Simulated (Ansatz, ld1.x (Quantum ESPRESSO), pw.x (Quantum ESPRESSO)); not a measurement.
# Ir: one change to the TM potential, in the atom and in the sc crystal

iridium, norm-conserving Troullier–Martins (Kleinman–Bylander form), made with ld1.x (Quantum ESPRESSO) 7.5 (PBE, scalar-relativistic). Core [Xe] 4f14, reference 5d7 6s0.5 6p0 (charge +1.5). Waves: 6s (bound): rc 1.90 bohr; 6p (bound, empty): rc 3.20 bohr; 5d (bound): rc 1.25 bohr. Local part: all-electron potential smoothed inside 3.00 bohr (lloc = -1). Core correction: a·sin(br)/r model core, default radius (core density twice the valence density).

Change: local potential all-electron potential smoothed inside 1.46 bohr (lloc = -1).

Cutoffs, loose and tight: the cutoffs (Ry, on a coarse ladder) from which the occupation-weighted sum of valence levels, in a spherical-Bessel basis at the reference potential, stays within 10 and 1 mRy of its value at 400 Ry. They do not see the model core or the augmentation charge, which bear on the density cutoff. Test errors are all-electron minus pseudo excitation energies from the reference, over the configurations 5d7 6s2 6p0; 5d7 6s1 6p0; 5d7 6s0 6p0; 5d8 6s0 6p0; 5d6 6s0 6p0; 5d7.5 6s1.5 6p0; 5d5 6s0 6p0; variants that change the core or the reference have their own tests.

Crystal test: sc Ir in pw.x 7.5, no spin, 13³ k-points, Fermi–Dirac smearing 0.01 Ry, cutoffs set for each file from its atomic test. The reference is all-electron LAPW (Ansatz 0.2.0) with the same functional, mesh and smearing; V0 and B0 come from Birch–Murnaghan fits to the pressures at five volumes. Errors are pseudo minus all-electron; Δ is the rms difference of the E(V) curves that follow from these fits, minima aligned, over ±6 % about the mean V0. Mesh and smearing are coarse, so the numbers serve the comparison and aren't converged zero-temperature values; the lattice is a test structure that the element need not adopt.

All-electron: a0 = 2.573 Å (V0 = 17.04 Å³/atom), B0 = 242.7 GPa.

Task: Does the change bring the crystal closer to the all-electron result?

Result: The mean pressure error goes from +6.70 to +25.62 GPa, so the change moves the solid further from the all-electron pressures.

```tsv
quantity	base	changed
outcome (atom)	generated	generated
cutoff, loose (atom)	40 Ry	40 Ry
cutoff, tight (atom)	70 Ry	70 Ry
bound ghosts (atom)	none	s, p
largest test error (meV) (atom)	-141 over the solved tests; 1 of 7 tests not solved or not reliable	-414 over the solved tests; 1 of 7 tests not solved or not reliable
cutoffs in pw.x (Ry)	85/340	85/340
a0 (Å)	2.595	–
a0 error (%)	+0.85	–
B0 error (%)	-1.8	–
Δ (meV/atom)	23.2	–
mean pressure error (GPa)	+6.70	+25.62
```

A dash: not determined, or the minimum lies outside the volumes sampled.

Base: The largest radius (3.20 bohr) exceeds half the bond length (2.43 bohr), so the spheres overlap, which is one possible source of error among others. This is a poor potential for the solid. Atomic configuration tests: 1 of 7 tests not solved or not reliable. Changed file: The largest radius (3.20 bohr) exceeds half the bond length (2.43 bohr), so the spheres overlap, which is one possible source of error among others. This is a poor potential for the solid. Note: ghost states, extra bound levels that the all-electron valence spectrum of the same l lacks: s at -129.4 eV, p at -63.2 eV. A true bound ghost makes a file unfit for plane-wave use. Atomic configuration tests: 1 of 7 tests not solved or not reliable. The atomic cutoffs weigh occupied waves only.
